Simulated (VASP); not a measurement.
Runs of VASP 6.6.1 on Mo. Symmetry: P6_3/mmc, No. 194, hexagonal system. Conventional cell: a = 2.805 Å, b = 2.805 Å, c = 4.580 Å, α = 90.00°, β = 90.00°, γ = 120.00°. Mo (site symmetry -6m2) is surrounded by 12 Mo at 2.80 Å. This isn't the form of Mo at room conditions, which is bcc.

| task | level | potentials or basis | cell | k mesh | cutoff (eV) | mesh quality | gap on the mesh (eV) | pressure (GPa) | relaxed volume (Å³/atom) |
| --- | --- | --- | --- | --- | --- | --- | --- | --- | --- |
| relaxation of cell and atoms | RPBE | VASP PAW PBE potentials, release 64 (Mo_sv) | relaxed | 18 × 18 × 10 | 600 | not flagged | none | 0.0 | (b) |
| relaxation of cell and atoms | PBEsol | VASP PAW PBE potentials, release 64 (Mo_sv) | relaxed | 6 × 6 × 4 | 600 | coarse | none | 0.0 | 15.50 |
| relaxation of cell and atoms | PBEsol | VASP PAW PBE potentials, release 64 (Mo_sv) | relaxed | 18 × 18 × 10 | 600 | not flagged | none | 0.0 | 15.64 |
| relaxation of cell and atoms | PBEsol | VASP PAW PBE potentials, release 64 (Mo_sv) | relaxed | 18 × 18 × 10 | 300 | not flagged | none | 0.0 | (a) |
| relaxation of cell and atoms | PBEsol | VASP PAW PBE potentials, release 64 (Mo) | relaxed | 18 × 18 × 10 | 580 | not flagged | none | 0.0 | 15.53 |
| single point | PBEsol | VASP PAW PBE potentials, release 64 (Mo_sv) | as given | 18 × 18 × 10 | 520 | not flagged | none | -1.0 | - |
| relaxation of cell and atoms | LDA | VASP PAW LDA potentials, release 64 (Mo_sv) | relaxed | 18 × 18 × 10 | 600 | not flagged | none | 0.0 | 15.39 |

Alike in all rows: no spin polarisation; smearing gaussian 0.1 eV.

Q: Fill in the values left out.

A: (a) 15.62; (b) 16.38.

Caveats: some runs use coarse meshes; the PAW data sets were made with another functional, which shifts forces and pressure a little (some runs); the cutoff is under 1.25 times the usual one of these potentials, so pressure, stress and relaxed cells hold a basis-set (Pulay) error (some runs).

A k mesh can miss the band edges, and the runs leave out spin-orbit coupling on Mo.

A gap of «none» marks a metal or a gap under the smearing width.

The runs don't all hold the same shells in valence.

Runs at the PBE level aren't shown here.
